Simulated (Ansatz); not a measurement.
A relaxation computed with Ansatz, from input to last step.

```yaml
crystal:
  lattice:
    - [4.1584198953, 0.0, 0.0]
    - [0.0, 4.1584198953, 0.0]
    - [0.0, 0.0, 6.344923743]
  atoms:
    - { symbol: W, position: [0.0, 0.5, 0.7] }
    - { symbol: W, position: [0.5, 0.0, 0.3] }
    - { symbol: S, position: [0.0, 0.0, 0.0] }
    - { symbol: S, position: [0.5, 0.5, 0.0] }
    - { symbol: S, position: [0.0, 0.5, 0.27] }
    - { symbol: S, position: [0.5, 0.0, 0.73] }
basis:
  ecutwfc: 420
kpoints:
  mp_grid: { grid: [4, 4, 4] }
hamiltonian:
  xc: pbe
scf:
  occupations: { method: gaussian, width: 0.1 }
  lower_state_search: "off"
output:
  forces: true
  stress: true
  eigenvalues: true
relax:
  adjacent_minimum: "off"
  f_tol: 0.04
  max_steps: 70
  cell: { stress_tol: 0.4 }
```

```bash
ansatz run input.yaml --threads 1 --pin off --max-ram 2560MiB --backend cpu --events-out ev --progress --plain --runs-dir out
```

Theory: Ansatz 0.2.0, DFT PBE, scalar-relativistic, plane waves, PAW.

Of 9 frames 9 are shown, positions in Å and forces in eV/Å; the SCF threshold varies from step to step. Steps run on the plane waves of an earlier cell, with a Pulay correction in the pressure. The basis is chosen afresh for the last frame, the zero of the energies, and at times for earlier ones too; energy and pressure step there, also at an unchanged geometry.

```xyz
6
Lattice="4.1584 0.0000 0.0000 0.0000 4.1584 0.0000 0.0000 0.0000 6.3449" Properties=species:S:1:pos:R:3:forces:R:3 pbc="T T T" step=1 free_energy_over_end_meV_per_atom=957.20 pressure_GPa=-17.22
W     0.0000    2.0792    4.4414    0.0000    0.0000    1.6402
W     2.0792    0.0000    1.9035    0.0000    0.0000   -1.6402
S     0.0000    0.0000    0.0000    0.0000    0.0000    0.0000
S     2.0792    2.0792    0.0000    0.0000    0.0000    0.0000
S     0.0000    2.0792    1.7131    0.0000    0.0000    3.9872
S     2.0792    0.0000    4.6318    0.0000    0.0000   -3.9872
6
Lattice="4.0777 0.0000 0.0000 0.0000 4.0777 0.0000 0.0000 0.0000 6.0859" Properties=species:S:1:pos:R:3:forces:R:3 pbc="T T T" step=2 free_energy_over_end_meV_per_atom=513.71 pressure_GPa=-10.46
W     0.0000    2.0388    4.3504    0.0000    0.0000    1.9679
W     2.0388    0.0000    1.7354    0.0000    0.0000   -1.9679
S     0.0000    0.0000    0.0000    0.0000    0.0000    0.0000
S     2.0388    2.0388    0.0000    0.0000    0.0000    0.0000
S     0.0000    2.0388    1.8332    0.0000    0.0000    3.4569
S     2.0388    0.0000    4.2526    0.0000    0.0000   -3.4569
6
Lattice="4.0311 0.0000 0.0000 0.0000 4.0311 0.0000 0.0000 0.0000 6.0049" Properties=species:S:1:pos:R:3:forces:R:3 pbc="T T T" step=3 free_energy_over_end_meV_per_atom=239.03 pressure_GPa=-4.32
W     0.0000    2.0156    4.4014    0.0000    0.0000    2.1408
W     2.0156    0.0000    1.6035    0.0000    0.0000   -2.1408
S     0.0000    0.0000    0.0000    0.0000    0.0000    0.0000
S     2.0156    2.0156    0.0000    0.0000    0.0000    0.0000
S     0.0000    2.0156    1.9890    0.0000    0.0000    2.0315
S     2.0156    0.0000    4.0159    0.0000    0.0000   -2.0315
6
Lattice="3.9853 0.0000 0.0000 0.0000 3.9853 0.0000 0.0000 0.0000 6.0655" Properties=species:S:1:pos:R:3:forces:R:3 pbc="T T T" step=4 free_energy_over_end_meV_per_atom=44.15 pressure_GPa=0.47
W     0.0000    1.9927    4.6208    0.0000    0.0000    0.8656
W     1.9927    0.0000    1.4447    0.0000    0.0000   -0.8656
S     0.0000    0.0000    0.0000    0.0000    0.0000    0.0000
S     1.9927    1.9927    0.0000    0.0000    0.0000    0.0000
S     0.0000    1.9927    2.1934    0.0000    0.0000    0.9861
S     1.9927    0.0000    3.8721    0.0000    0.0000   -0.9861
6
Lattice="3.9635 0.0000 0.0000 0.0000 3.9635 0.0000 0.0000 0.0000 6.2648" Properties=species:S:1:pos:R:3:forces:R:3 pbc="T T T" step=5 free_energy_over_end_meV_per_atom=8.02 pressure_GPa=1.78
W     0.0000    1.9818    4.9057    0.0000    0.0000   -0.7649
W     1.9818    0.0000    1.3591    0.0000    0.0000    0.7649
S     0.0000    0.0000    0.0000    0.0000    0.0000    0.0000
S     1.9818    1.9818    0.0000    0.0000    0.0000    0.0000
S     0.0000    1.9818    2.4574    0.0000    0.0000   -0.2971
S     1.9818    0.0000    3.8073    0.0000    0.0000    0.2971
6
Lattice="3.9244 0.0000 0.0000 0.0000 3.9244 0.0000 0.0000 0.0000 6.3599" Properties=species:S:1:pos:R:3:forces:R:3 pbc="T T T" step=6 free_energy_over_end_meV_per_atom=1.30 pressure_GPa=-0.11
W     0.0000    1.9622    4.9214    0.0000    0.0000    0.2483
W     1.9622    0.0000    1.4386    0.0000    0.0000   -0.2483
S     0.0000    0.0000    0.0000    0.0000    0.0000    0.0000
S     1.9622    1.9622    0.0000    0.0000    0.0000    0.0000
S     0.0000    1.9622    2.4610    0.0000    0.0000   -0.1030
S     1.9622    0.0000    3.8989    0.0000    0.0000    0.1030
6
Lattice="3.9481 0.0000 0.0000 0.0000 3.9481 0.0000 0.0000 0.0000 6.3002" Properties=species:S:1:pos:R:3:forces:R:3 pbc="T T T" step=7 free_energy_over_end_meV_per_atom=-0.20 pressure_GPa=0.01
W     0.0000    1.9741    4.8884    0.0000    0.0000   -0.0708
W     1.9741    0.0000    1.4118    0.0000    0.0000    0.0708
S     0.0000    0.0000    0.0000    0.0000    0.0000    0.0000
S     1.9741    1.9741    0.0000    0.0000    0.0000    0.0000
S     0.0000    1.9741    2.4277    0.0000    0.0000    0.0174
S     1.9741    0.0000    3.8725    0.0000    0.0000   -0.0174
6
Lattice="3.9465 0.0000 0.0000 0.0000 3.9465 0.0000 0.0000 0.0000 6.3024" Properties=species:S:1:pos:R:3:forces:R:3 pbc="T T T" step=8 free_energy_over_end_meV_per_atom=-0.24 pressure_GPa=0.01
W     0.0000    1.9732    4.8872    0.0000    0.0000   -0.0187
W     1.9732    0.0000    1.4152    0.0000    0.0000    0.0187
S     0.0000    0.0000    0.0000    0.0000    0.0000    0.0000
S     1.9732    1.9732    0.0000    0.0000    0.0000    0.0000
S     0.0000    1.9732    2.4283    0.0000    0.0000    0.0059
S     1.9732    0.0000    3.8740    0.0000    0.0000   -0.0059
6
Lattice="3.9465 0.0000 0.0000 0.0000 3.9465 0.0000 0.0000 0.0000 6.3024" Properties=species:S:1:pos:R:3:forces:R:3 pbc="T T T" step=9 free_energy_over_end_meV_per_atom=0.00 pressure_GPa=0.01
W     0.0000    1.9732    4.8872    0.0000    0.0000   -0.0189
W     1.9732    0.0000    1.4152    0.0000    0.0000    0.0189
S     0.0000    0.0000    0.0000    0.0000    0.0000    0.0000
S     1.9732    1.9732    0.0000    0.0000    0.0000    0.0000
S     0.0000    1.9732    2.4283    0.0000    0.0000    0.0059
S     1.9732    0.0000    3.8740    0.0000    0.0000   -0.0059
```

The start puts this composition into another compound's structure type, which needn't suit it. At the end the space group is P4/nmm (tolerance 0.05 Å).

The run took 53 s on 1 thread of Intel(R) Xeon(R) Platinum 8259CL CPU @ 2.50GHz (Skylake/Cascade Lake), with other jobs on the host, peak memory 0.45 GiB.

The k mesh is coarse. Spin–orbit coupling is left out, which can shift energies with elements as heavy as these.